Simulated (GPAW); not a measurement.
ZrC: single point with PBE

ZrC:

```
Zr C
1.0
     0.00000    2.36500    2.36500
     2.36500    0.00000    2.36500
     2.36500    2.36500    0.00000
Zr C
1 1
Direct
  0.50000 0.50000 0.50000
  0.00000 0.00000 0.00000
```

```yaml
Program: GPAW 26.7.0
Task: single point
Functional: PBE
Potentials_or_basis: GPAW PAW data sets (gpaw-data 1.2.1)
Cutoff: 600 eV
Basis: pw
k_mesh: 8 × 8 × 8
Occupations: fermi-dirac, width 0.05 eV
Spin: no spin polarisation
Maxiter: 120
Convergence: default
```

```json
{
 "Pressure": "-3.8 GPa",
 "Band gap on the k mesh": "none (metal or under the smearing width)"
}
```

Levels at points of the mesh, in eV from the Fermi level:
```
           k point  band 4  band 5  band 6  band 7  band 8  band 9  band 10  band 11  band 12  band 13
(0.00, 0.00, 0.00)  -25.87  -11.20    0.98    0.98    0.98    1.13     1.13     1.13     2.80     2.80
(0.50, 0.50, 0.00)  -26.13  -10.00   -2.05   -1.65    0.09    0.09     4.39     5.57     5.57     7.79
(0.50, 0.50, 0.50)  -25.94   -8.22   -5.17   -2.81   -2.81    4.44     4.44     5.26     6.50     9.95
```

Run time: 7.2 s on 1 thread of Arm Neoverse V2, with other jobs on the host, peak memory 0.14 GiB.

Caveat: the cutoff is short for stress and forces, so pressures can be off by a GPa or more.
